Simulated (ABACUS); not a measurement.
# Zn in ABACUS: the effect of functional

Zn:

```
CELL_PARAMETERS angstrom
-1.56904 1.56904 1.56904
1.56904 -1.56904 1.56904
1.56904 1.56904 -1.56904
ATOMIC_POSITIONS crystal
Zn 0.00000 0.00000 0.00000
```

This isn't the form of Zn at room conditions, which is hcp.

Alike in all runs:

```yaml
Program: ABACUS 3.10.1
Task: single point
Potentials_or_basis: SG15 ONCV 1.2 PBE
Cutoff: 1143 eV
Density_cutoff: 4572 eV
Basis: plane waves
k_mesh: 12 × 12 × 12
Occupations: fermi-dirac, width 0.05 eV
Spin: no spin polarisation
```

Q: One run gave: pressure -10.3 GPa. Which functional did it use?
A. PW91
B. LDA
C. r2SCAN
D. PBEsol
E. PBE

A: B.

```tsv
functional	pressure (GPa)
LDA	-10.3
PBE	-0.4
PBEsol	-5.6
PW91	-0.5
SOGGA	-6.9
TPSS	-5.4
r2SCAN	-5.7
```

Caveats: the potentials were made for another functional, which shifts forces and pressure (some runs).
